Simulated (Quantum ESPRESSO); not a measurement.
Runs of Quantum ESPRESSO 7.5 on CoO. It takes space group R-3m (No. 166, trigonal). Conventional cell: a = 3.011 Å, b = 3.011 Å, c = 7.320 Å, α = 90.00°, β = 90.00°, γ = 120.00°. Co (site symmetry -3m) has 6 O at 2.12 Å as nearest neighbours. O (site symmetry -3m) is surrounded by 6 Co at 2.12 Å. The cell is a database's computed one.

```csv
task,level,potentials or basis,cell,k mesh,cutoff (eV),smearing,k mesh for the Wannier functions,form of the LDA correlation,gap on the mesh (eV),pressure (GPa),moment (μB)
phonons,PBEsol,GBRV 1.5 PBEsol,relaxed,9 × 9 × 9,762,cold 0.136 eV,-,-,none,0.0,(a)
phonons,PBEsol,GBRV 1.5 PBEsol,relaxed,9 × 9 × 9,762,cold 0.2 eV,-,-,none,0.0,2.87
single point,PBE,SSSP 1.3 efficiency PBE,as given,11 × 11 × 11,748,fermi-dirac 0.05 eV,-,-,none,0.1,2.98
Wannier functions,PBE,PseudoDojo 0.4.1 SR PBE standard,as given,9 × 9 × 9,1306,fermi-dirac 0.05 eV,6 × 6 × 6,-,none,0.0,2.98
phonons,LDA,JTH 2.0 LDA,relaxed,9 × 9 × 9,707,methfessel-paxton 0.136 eV,-,PW92,none,0.2,2.06
```

Alike in all rows: spin collinear, ferromagnetic start.

Task: Fill in the values left out.

Result: (a) 2.86.

Caveats: a cell with one magnetic atom can't hold antiferromagnetic order, which such compounds often take; semilocal functionals often make such compounds metallic where correlation or magnetic order opens a gap, which also shifts bond lengths; the mesh is thin for the phonons of a metal (some runs); some modes are imaginary (some runs); the Wannier minimisation didn't converge (some runs).

A k mesh can miss the band edges.

A gap of «none» marks a metal or a gap under the smearing width.

Not every run made on this cell is shown here.
